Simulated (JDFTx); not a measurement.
TiO2, 6 atoms in the cell. Symmetry: P4_2/mnm, No. 136, tetragonal system. The conventional cell has a = 4.600 Å, b = 4.600 Å, c = 2.959 Å, α = 90.00°, β = 90.00°, γ = 90.00°. Ti (site symmetry mmm) is surrounded by 6 O at 1.95 to 1.98 Å. O (site symmetry m2m) has 3 Ti at 1.95 to 1.98 Å as nearest neighbours. The cell is a database's computed one.

```yaml
Program: JDFTx 1.7.0 (patched build)
Task: single point
Functional: PBE
Potentials_or_basis: PseudoDojo-SR-PBE-0.5-standard
Cutoff: 1143 eV
Density_cutoff: 9143 eV
k_mesh: 6 × 6 × 9
Occupations: fermi-dirac, width 0.05 eV
Spin: no spin polarisation
Density_cutoff_over_wavefunction_cutoff: 8
Max_SCF_steps: 100
SCF_threshold_on_the_energy: 1e-09 Ha
Solver_of_the_electrons: scf
Further_solve_for_the_empty_bands: yes
```

Potentials or basis: PseudoDojo-SR-PBE-0.5-standard.

Command:

```sh
$ jdftx -c 1 -i TiO2.in -o TiO2.out
```

Hardware: 1 thread of Intel(R) Xeon(R) 6975P-C (Granite Rapids), on a shared host.

**Question.** How long does it take, and how much memory?

**Answer.** Run time: 6.5 min on 1 thread of Intel(R) Xeon(R) 6975P-C (Granite Rapids), on a shared host, peak memory 0.58 GiB. Counts: scf iterations 30, bands 32, k points 50, plane waves 5493.
